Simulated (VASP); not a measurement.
Crystal: S.

```
CELL_PARAMETERS angstrom
6.26650 -5.13750 0.00000
6.26650 5.13750 0.00000
-2.46263 0.00000 7.86218
ATOMIC_POSITIONS crystal
S 0.53890 0.61450 0.73080
S 0.38550 0.46110 0.76920
S 0.46110 0.38550 0.26920
S 0.61450 0.53890 0.23080
S 0.38480 0.76500 0.56400
S 0.23500 0.61520 0.93600
S 0.61520 0.23500 0.43600
S 0.76500 0.38480 0.06400
S 0.40710 0.01050 0.69310
S 0.98950 0.59290 0.80690
S 0.59290 0.98950 0.30690
S 0.01050 0.40710 0.19310
S 0.25560 0.08100 0.87260
S 0.91900 0.74440 0.62740
S 0.74440 0.91900 0.12740
S 0.08100 0.25560 0.37260
S 0.01240 0.14120 0.73210
S 0.85880 0.98760 0.76790
S 0.98760 0.85880 0.26790
S 0.14120 0.01240 0.23210
```

This isn't the form of S at room conditions, which is orthorhombic, of S8 rings.

- Program: VASP 6.6.1
- Task: relaxation of cell and atoms
- Functional: PBE
- Potentials or basis: VASP PAW PBE potentials, release 64 (S)
- Cutoff: 520 eV
- k mesh: 4 × 4 × 4
- Occupations: gaussian, width 0.1 eV
- Spin: no spin polarisation

At the start: pressure 2.1 GPa; volume 25.31 Å³/atom.

Task: How do energy, volume and symmetry change on relaxing?

Result: Over 46 steps the energy falls by 27.6 meV/atom and the volume is 33.84 Å³/atom (+33.7 %); space group C2/c (No. 15, to 0.05 Å).

Step by step:
```
step  energy change (eV)  largest force (eV/Å)  pressure (GPa)  volume (Å³)
   1              0.0000                0.1709            2.09       506.23
   3             -0.1127                0.3856            0.12       522.92
   5             -0.2778                0.4092            0.29       549.57
   7             -0.3572                0.2321            0.06       569.18
   9             -0.4145                0.2688            0.37       590.23
  11             -0.4733                0.3216           -0.44       620.04
  13             -0.5226                0.1392            0.08       634.00
  15             -0.5349                0.1341            0.07       641.70
  17             -0.5449                0.0300            0.04       651.94
  19             -0.5457                0.0316            0.03       653.29
  21             -0.5470                0.0382            0.00       656.34
  23             -0.5477                0.0702            0.04       660.78
  25             -0.5486                0.0259            0.02       660.23
  27             -0.5488                0.0450           -0.02       664.01
  29             -0.5494                0.0202            0.02       663.04
  31             -0.5497                0.0142            0.00       664.36
  33             -0.5500                0.0208           -0.01       665.36
  35             -0.5501                0.0399            0.04       666.66
  37             -0.5503                0.0260            0.02       666.77
  39             -0.5507                0.0177            0.02       669.14
  41             -0.5510                0.0248            0.01       671.57
  43             -0.5514                0.0129            0.01       673.83
  45             -0.5516                0.0190            0.01       675.77
  46             -0.5516                0.0100           -0.01       676.84
```

Final structure:
```
S
1.0
     6.74656   -5.50948    0.05517
     6.74656    5.50948    0.05517
    -2.57970    0.00000    9.08355
S
20
Cartesian
  5.8232 0.5291 6.7136
  3.8003 0.5291 7.0221
  5.0902 -0.5291 2.4803
  7.1131 -0.5291 2.1718
  6.2797 2.0861 5.4033
  3.3439 2.0861 8.3324
  4.6337 -2.0861 3.7906
  7.5695 -2.0861 0.8615
  7.5928 3.3099 6.4118
  2.0308 3.3099 7.3239
  3.3207 -3.3099 2.7821
  8.8826 -3.3099 1.8700
  -0.0699 -0.9690 7.7325
  9.6935 -0.9690 6.0032
  10.9834 0.9690 1.4614
  1.2199 0.9690 3.1907
  -0.9273 0.5821 6.6368
  10.5509 0.5821 7.0989
  11.8407 -0.5821 2.5571
  0.3625 -0.5821 2.0951
```

Caveat: the volume moved by over 15 % at a fixed basis, so the end points are rough; the volume moved by +34 % from the deposited cell, more than functionals usually miss.
